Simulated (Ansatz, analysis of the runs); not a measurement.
# A defect in a wire: Al wire along [110], 3 atoms a period, Ti in place of one Al, part 3 of 4

What does the defect do to the conductance?

Ansatz 0.2.0; DFT PBE, plane waves, PAW; relaxation of a wire's period (the session's first sound run).

So far, channels at the energy nearest the Fermi level, one spin: step 3 (the perfect wire) 5.

### Step 5. Transmission

This step: DFT PBE, plane waves, PAW; transmission of a junction in a wire (Ansatz 0.2.0).

The cell is now read as a scatterer between two semi-infinite leads, named by two sites one period apart. The scattering states in its self-consistent potential are matched to the leads' states at each energy. One point across is taken, as for a wire in vacuum.

input.yaml

```yaml
crystal:
  lattice:
    - [8.82, 0.0, 0.0]
    - [0.0, 9.657, 0.0]
    - [0.0, 0.0, 22.5051610169]
  atoms:
    - { symbol: Al, position: [0.38056872, 0.352254387, 0.0] }
    - { symbol: Al, position: [0.624350088, 0.499985057, 0.055555556] }
    - { symbol: Al, position: [0.38056872, 0.647715727, 0.0] }
    - { symbol: Al, position: [0.38056872, 0.352254387, 0.111111111] }
    - { symbol: Al, position: [0.624350088, 0.499985057, 0.166666667] }
    - { symbol: Al, position: [0.38056872, 0.647715727, 0.111111111] }
    - { symbol: Al, position: [0.38056872, 0.352254387, 0.222222222] }
    - { symbol: Al, position: [0.624350088, 0.499985057, 0.277777778] }
    - { symbol: Al, position: [0.38056872, 0.647715727, 0.222222222] }
    - { symbol: Al, position: [0.3754910638, 0.3627837284, 0.3369762681] }
    - { symbol: Al, position: [0.7181511647, 0.499985057, 0.3838981207] }
    - { symbol: Al, position: [0.3754910638, 0.6371863856, 0.3369762681] }
    - { symbol: Al, position: [0.4999822194, 0.3437676494, 0.4396334498] }
    - { symbol: Ti, position: [0.6824800261, 0.499985057, 0.5008384073] }
    - { symbol: Al, position: [0.4999822194, 0.6562024646, 0.4396334498] }
    - { symbol: Al, position: [0.4991923626, 0.3479447914, 0.5630013407] }
    - { symbol: Al, position: [0.7255436633, 0.499985057, 0.6170762179] }
    - { symbol: Al, position: [0.4991923626, 0.6520253226, 0.5630013407] }
    - { symbol: Al, position: [0.38056872, 0.352254387, 0.666666667] }
    - { symbol: Al, position: [0.624350088, 0.499985057, 0.722222222] }
    - { symbol: Al, position: [0.38056872, 0.647715727, 0.666666667] }
    - { symbol: Al, position: [0.38056872, 0.352254387, 0.777777778] }
    - { symbol: Al, position: [0.624350088, 0.499985057, 0.833333333] }
    - { symbol: Al, position: [0.38056872, 0.647715727, 0.777777778] }
    - { symbol: Al, position: [0.38056872, 0.352254387, 0.888888889] }
    - { symbol: Al, position: [0.624350088, 0.499985057, 0.944444444] }
    - { symbol: Al, position: [0.38056872, 0.647715727, 0.888888889] }
kpoints:
  mp_grid: { grid: [1, 1, 4] }
scf:
  occupations: { method: fermi_dirac, width: 0.05 }
hamiltonian:
  xc: pbe
output:
  transmission:
    e_range: [-1.26, 1.26]
    de: 0.035
    kmesh: [1, 1]
    reduced_basis: true
    leads: [[24, 0]]
  dos: { projected: true, e_range: [-4, 3] }
  write_potential: true
  write_density: true
  volumetric_format: npy
  elf: true
basis:
  ecutwfc: "350 eV"
```

Command:

```console
> ansatz run input.yaml --threads 4 --pin off --max-ram 16384MiB --backend cpu --events-out ev --progress --plain --runs-dir out
```

Numbers of over 12 decimals in the logs are rounded to 6 here.

What it wrote:

```text
[...]
Crystal: 27 atoms, lattice volume = 1916.871 Å³
Basis set: ecut = 350 eV, 28495 PW (Γ)
Bands: 72, of which v1, the nominal top of the filled ones, is band 45 counted from 1 (44 counted from 0)
Symmetry: 2 space group operations
[...]
k-points: 3 of 4 (time reversal used)
[...]
SCF iter   1: F=—  HF=-16450.811894 eV  |F-HF|=—  |Δ(HF+E_count)|=         —  Δρ=3.61e-3  dr2=7.19e-1  ethr=1.77e-3  ⟨swp⟩=8.0  Hψ=1127  notcnv=0  defer=8
[...]
SCF iter   9: F=-16450.763512 eV  HF=-16450.763512 eV  |F-HF|=7.16e-9  |Δ(HF+E_count)|=   1.86e-7  Δρ=9.18e-7  dr2=1.90e-8  ethr=1.11e-10  ⟨swp⟩=21.3  Hψ=965  notcnv=0
SCF 1 converged in 9 iterations: F = -16450.763512 eV  dr2 = 1.90e-8
[...]
transmission: 26 of 156 steps passed
transmission: 52 of 156 steps passed
[...]
transmission: 156 of 156 steps passed
WARN: The output density's exchange-correlation potential varies sharply where the density is thin. Do not read a vacuum level from v_tot or v_xc, or from such a field of the output density. On a cell that repeats whose density bears no net charge and no dipole along the vacuum's axis use v_es (v_loc + v_h of the components); under efield.dipole_correction with no amplitude use v_es + v_field, which holds any externa [...]
SCF converged after 9 iterations
Free energy (F): -16450.763512 eV
[...]
Internal energy: -16450.637127 eV  (E = F + TS)
E sigma→0 (E₀):  -16450.700320 eV
Entropy (-TS):   -0.126385 eV (-4.681 meV/atom)
Fermi energy:    -1.397357 eV
[...]
--- Band table (eV) ---
  k-point 0: bands = [... 41 lower, -1.8715, -1.8027, -1.7048, -1.4033, -1.2205, -1.1791, -1.1586, -1.0230, ... 23 higher]
  k-point 1: bands = [... 41 lower, -1.8745, -1.7712, -1.6094, -1.4261, -1.3177, -1.2826, -1.0587, -0.9818, ... 23 higher]
  k-point 2: bands = [... 41 lower, -1.6927, -1.6634, -1.6396, -1.4849, -1.4669, -1.1532, -1.1136, -1.0081, ... 23 higher]
--- Transmission ---
  basis      : 619 plane waves across, 26 finite elements along
  points     : 1, standing for a mesh of 1 x 1
[...]
crystal 0  : Al3, at the sites [24, 0], period 2.5006 Å, over 15.00 Å; its Hamiltonian steps by up to 44.7 meV: too much for a lead, lay more layers or, if its atoms are ordered, name the step of that order
[...]
filled         : 71.4 meV over the level at which it is neutral
    channels       : 5.000000e0 a spin
[...]
junction   : crystal 0 to crystal 0, 0.63 to 20.63 Å
    transmission   : 2.729228e0 a spin
    error estimate : 3.698373e-4 a spin from the reduction of the transverse basis, at the most 2.363387e-3 at 0.385000 eV
    conductance    : 2.4828e14 S/m² at 300 K (2.4828e14 on every other energy)
    error estimate : 0.0 % from the energy spacing and 0.0 % from band edges of the leads and from resonances (wavevectors taken as independent; lower de), 0.0 % from the reduction of the transverse basis, 0.5 % from the steps of its leads' Hamiltonians or their offsets (lay more layers), 0.4 % from the distance to neutral
    resistance     : 1.8292e-3 Ω µm² beyond half of each lead's own
```

The job ended after 60 s (4 threads of Arm Neoverse V1, shared host; peak memory 1.6 GiB).

Numbers from this step:

```yaml
energy_at_zero_smearing: -16450.7003 eV
transmission_at_the_energy_nearest_the_fermi_level_one_spin: 2.729
step_of_the_lead_s_hamiltonian: 44.7 meV
conductance_of_the_junction: 2.729 G₀
```

Transmission, one spin against energy, zero at the Fermi level:

energy (eV), transmission, one spin and a bar from the least value:
```
    -1.26       0.90 ###
    -1.19       0.83 ##
    -1.08       0.68 
    -1.01       0.77 #
    -0.91       1.75 ###############
    -0.84       1.89 #################
    -0.81       2.03 ###################
    -0.73       1.31 #########
    -0.67       1.92 ##################
    -0.56       2.50 ##########################
    -0.49       2.56 ##########################
    -0.39       2.45 #########################
    -0.32       2.59 ###########################
    -0.21       2.68 ############################
    -0.14       2.71 #############################
    -0.04       2.72 #############################
     0.00       2.73 #############################
     0.04       2.73 #############################
     0.14       2.75 #############################
     0.21       2.77 #############################
     0.32       2.81 ##############################
     0.39       2.47 #########################
     0.49       1.90 #################
     0.56       1.76 ###############
     0.67       1.65 ##############
     0.73       1.49 ###########
     0.84       1.60 #############
     0.91       1.49 ###########
     1.01       1.24 ########
     1.05       1.44 ###########
     1.08       1.18 #######
     1.19       1.64 ##############
     1.26       2.13 ####################
```

Table of open channels of the lead, one spin by energy, zero at the Fermi level:

energy (eV), open channels of the lead, one spin and a bar from the least value:
```
    -1.26       2.00 
    -1.19       2.00 
    -1.12       3.00 ########
    -1.05       3.00 ########
    -0.98       3.00 ########
    -0.91       3.00 ########
    -0.84       4.00 ###############
    -0.77       3.00 ########
    -0.70       3.00 ########
    -0.63       3.00 ########
    -0.59       3.00 ########
    -0.53       3.00 ########
    -0.46       3.00 ########
    -0.39       3.00 ########
    -0.32       5.00 ######################
    -0.24       5.00 ######################
    -0.17       5.00 ######################
    -0.10       5.00 ######################
    -0.04       5.00 ######################
     0.00       5.00 ######################
     0.04       5.00 ######################
     0.10       5.00 ######################
     0.17       5.00 ######################
     0.24       5.00 ######################
     0.32       5.00 ######################
     0.39       4.00 ###############
     0.46       4.00 ###############
     0.53       4.00 ###############
     0.59       4.00 ###############
     0.63       4.00 ###############
     0.70       4.00 ###############
     0.77       2.00 
     0.84       2.00 
     0.91       2.00 
     0.98       2.00 
     1.05       2.00 
     1.12       4.00 ###############
     1.19       4.00 ###############
     1.26       6.00 ##############################
```

Projected DOS an atom over height of the atomic layer and energy from the Fermi level.  broadened by a Gaussian of 0.15 eV, since few k-points sample the long cell.

Ten even steps from '_' (0.12 states/eV) to '@' (4.34 states/eV), each cell a mean:
```
______....____....==....____....____
________________..%%..______________
________________..@@________________
__________________%%________________
..__..__..____..__--__..____..__..__
....____..____..__--__..____..__....
________..________::__....__________
..__......__......--......__......__
............::....--................
............::::..--..::::..::......
..................--................
______..__........::........__..____
..__..________..__..__..____..__..__
__________________..________________
____________________________________
____________________________________
____________________________________
____________________________________
____________________________________
____________________________________
____________________________________
____________________________________
```
Columns: height of the atomic layer (Å) from 0 to 21.3 (not evenly spaced); rows upwards: energy from the Fermi level (eV) from -3.98 to 1.47.

ELF in the ca plane at fractional y = 0.500, with atoms of Al and Ti within 0.2 Å of it. It is the smooth field of the valence electrons, not physical close to the nuclei.

Values, 13 rows by 16 columns, each cell a mean:
```
0.08 0.07 0.06 0.06 0.14 0.40 0.64 0.54 0.07 0.17 0.66 0.67 0.38 0.12 0.06 0.06
0.37 0.36 0.31 0.30 0.48 0.74 0.88 0.79 0.12 0.26 0.87 0.88 0.72 0.44 0.28 0.35
0.74 0.73 0.71 0.65 0.81 0.80 0.65 0.73 0.21 0.26 0.82 0.55 0.85 0.77 0.65 0.74
0.88 0.65 0.89 0.69 0.84 0.65 0.33 0.48 0.44 0.40 0.51 0.27 0.81 0.76 0.75 0.87
0.73 0.23 0.82 0.39 0.49 0.66 0.31 0.42 0.42 0.38 0.51 0.29 0.77 0.38 0.50 0.66
0.60 0.18 0.67 0.32 0.44 0.47 0.40 0.59 0.28 0.33 0.62 0.34 0.53 0.33 0.43 0.57
0.51 0.44 0.53 0.46 0.56 0.44 0.30 0.63 0.51 0.58 0.62 0.27 0.46 0.53 0.48 0.52
0.53 0.40 0.56 0.40 0.51 0.70 0.32 0.38 0.43 0.47 0.39 0.34 0.64 0.43 0.47 0.53
0.57 0.41 0.61 0.40 0.55 0.85 0.38 0.13 0.17 0.18 0.16 0.42 0.77 0.44 0.49 0.57
0.44 0.32 0.46 0.29 0.47 0.78 0.36 0.04 0.03 0.04 0.06 0.38 0.67 0.36 0.37 0.43
0.21 0.16 0.21 0.13 0.27 0.53 0.23 0.02 0.01 0.01 0.03 0.23 0.40 0.19 0.17 0.20
0.07 0.05 0.06 0.04 0.10 0.18 0.08 0.01 0.00 0.00 0.02 0.08 0.13 0.07 0.05 0.06
0.02 0.02 0.02 0.02 0.04 0.08 0.13 0.11 0.02 0.04 0.15 0.15 0.07 0.03 0.02 0.02
```
Columns run along c (16.0 Å, from fractional 0.11 to 0.83 of the cell), rows up along a (8.8 Å). Atoms in or near the plane, at fractional coordinates: Al at (0.17, 0.62), Al at (0.28, 0.62), Al at (0.38, 0.72), Ti at (0.50, 0.68), Al at (0.62, 0.73), Al at (0.72, 0.62).

Electrostatic potential energy in the ca plane at fractional y = 0.500, with atoms of Al and Ti within 0.2 Å of it. With pseudopotentials it is smooth inside the atoms' cores, unlike the true potential.

Ten even steps from '0' (-20 eV) to '9' (3 eV), each cell a mean:
```
99999999999999999999999999999999999999999999
99999999999999999999999999999999999999999999
99999999999999988889998888899988889999999999
99999999999999876568888777888764578999999999
99988999998998741125786434687510137899899999
98766789876788511312663000366214215877678987
87422478631256404521650000055125305642247874
64011056301115511312640000046302115411104640
52155135215404641025761000167631256305512521
63033036214305776567875101578876677403303630
75200267510026888888887666788888888620025751
87644678754568889888888888887889998864467876
88877888887888888988888999887889988888788888
77888877788887778898889999988889887888887778
77888877788887678999999999998999887788887778
77899877789887778999999999999999887889987778
88899888889988888999999999999999988899988888
89999998999999999999999999999999999999999899
99999999999999999999999999999999999999999999
99999999999999999999999999999999999999999999
99999999999999999999999999999999999999999999
99999999999999999999999999999999999999999999
99999999999999999999999999999999999999999999
99999999999999999999999999999999999999999999
```
Columns run along c (16.0 Å, from fractional 0.11 to 0.83 of the cell; values clipped at the 3rd and 97th percentile), rows up along a (8.8 Å). Atoms in or near the plane, at fractional coordinates: Al at (0.17, 0.62), Al at (0.28, 0.62), Al at (0.38, 0.72), Ti at (0.50, 0.68), Al at (0.62, 0.73), Al at (0.72, 0.62).

Valence density in the ca plane at fractional y = 0.500, with atoms of Al and Ti within 0.2 Å of it. It is the smooth field of the valence electrons, not physical close to the nuclei.

Values in units of 1e0 e/Å³, 13 rows by 16 columns, each cell a mean:
```
0.0 0.0 0.0 0.0 0.0 0.0 0.0 0.0 0.0 0.0 0.0 0.0 0.0 0.0 0.0 0.0
0.0 0.0 0.0 0.0 0.0 0.1 0.1 0.1 0.0 0.0 0.1 0.1 0.1 0.0 0.0 0.0
0.1 0.1 0.1 0.1 0.1 0.2 0.2 0.2 0.4 0.3 0.2 0.1 0.2 0.1 0.1 0.1
0.2 0.1 0.2 0.2 0.2 0.2 0.1 0.3 4.2 2.9 0.2 0.1 0.3 0.2 0.2 0.2
0.3 0.1 0.3 0.1 0.2 0.2 0.2 0.3 4.0 2.8 0.3 0.2 0.3 0.1 0.2 0.2
0.2 0.1 0.3 0.2 0.2 0.2 0.2 0.2 0.4 0.4 0.2 0.1 0.2 0.2 0.2 0.2
0.2 0.2 0.2 0.2 0.2 0.2 0.1 0.2 0.2 0.2 0.2 0.1 0.1 0.2 0.2 0.2
0.2 0.1 0.2 0.2 0.2 0.2 0.1 0.1 0.1 0.1 0.1 0.1 0.2 0.2 0.2 0.2
0.1 0.1 0.2 0.1 0.2 0.2 0.1 0.0 0.0 0.0 0.0 0.1 0.2 0.1 0.1 0.1
0.1 0.1 0.1 0.1 0.1 0.1 0.0 0.0 0.0 0.0 0.0 0.0 0.1 0.1 0.1 0.1
0.0 0.0 0.0 0.0 0.0 0.0 0.0 0.0 0.0 0.0 0.0 0.0 0.0 0.0 0.0 0.0
0.0 0.0 0.0 0.0 0.0 0.0 0.0 0.0 0.0 0.0 0.0 0.0 0.0 0.0 0.0 0.0
0.0 0.0 0.0 0.0 0.0 0.0 0.0 0.0 0.0 0.0 0.0 0.0 0.0 0.0 0.0 0.0
```
Columns run along c (16.0 Å, from fractional 0.11 to 0.83 of the cell), rows up along a (8.8 Å). Atoms in or near the plane, at fractional coordinates: Al at (0.17, 0.62), Al at (0.28, 0.62), Al at (0.38, 0.72), Ti at (0.50, 0.68), Al at (0.62, 0.73), Al at (0.72, 0.62).

By hand: the program gives 2.4828 × 10^14 S/m² over the cell's cross-section of 85.17 Å² = 8.517 × 10^-19 m², so one cell conducts 2.115 × 10^-4 S. Divided by G0 = 2e²/h = 7.748 × 10^-5 S this is 2.73 G0, a resistance of 4.73 kΩ.

The conductance is 2.73 G₀, with 5 channels a spin open in the lead. The lead's Hamiltonian steps by 44.7 meV, which the program calls too much for a lead.

### Step 6. Landauer integrals

This step: Landauer integrals over the computed T(E), interpolated linearly between its energies (analysis of the runs above).

Conductance and thermopower are moments of T(E) over the thermal window; sliding the window along E stands for a gate that leaves T(E) rigid.

This step gave:

```yaml
conductance_at_300_k_interpolated_from_t_e: 2.729 G₀
thermopower_at_300_k: -0.3976 μV/K
lorenz_number_over_l0: 0.9993
```

T(E) held rigid; rough near sharp steps of T(E). Table of conductance at 300 K by shift of the leads' level:

| shift of the leads' level (eV) | conductance at 300 K (G₀) |
| --- | --- |
| -0.900 | 1.61 |
| -0.850 | 1.78 |
| -0.800 | 1.76 |
| -0.700 | 1.66 |
| -0.650 | 2.02 |
| -0.600 | 2.32 |
| -0.550 | 2.48 |
| -0.450 | 2.54 |
| -0.400 | 2.52 |
| -0.350 | 2.54 |
| -0.300 | 2.60 |
| -0.200 | 2.68 |
| -0.150 | 2.70 |
| -0.100 | 2.71 |
| -0.050 | 2.72 |
| 0.050 | 2.74 |
| 0.100 | 2.74 |
| 0.150 | 2.76 |
| 0.200 | 2.77 |
| 0.300 | 2.76 |
| 0.350 | 2.63 |
| 0.400 | 2.37 |
| 0.450 | 2.10 |
| 0.550 | 1.79 |
| 0.600 | 1.72 |
| 0.650 | 1.66 |
| 0.700 | 1.60 |
| 0.800 | 1.59 |
| 0.850 | 1.57 |
| 0.900 | 1.50 |

(Part 3 of 4 ends here.)

[Logs are printed without paths, hosts, clocks, repeated set-up lines and the standing remarks that a program may print on its own settings, such as how far it seeks lower states.]

[Hosts, paths, dates, database ids (printed as entryN), source tags and the programs' standing remarks are cut or masked in the printed files.]
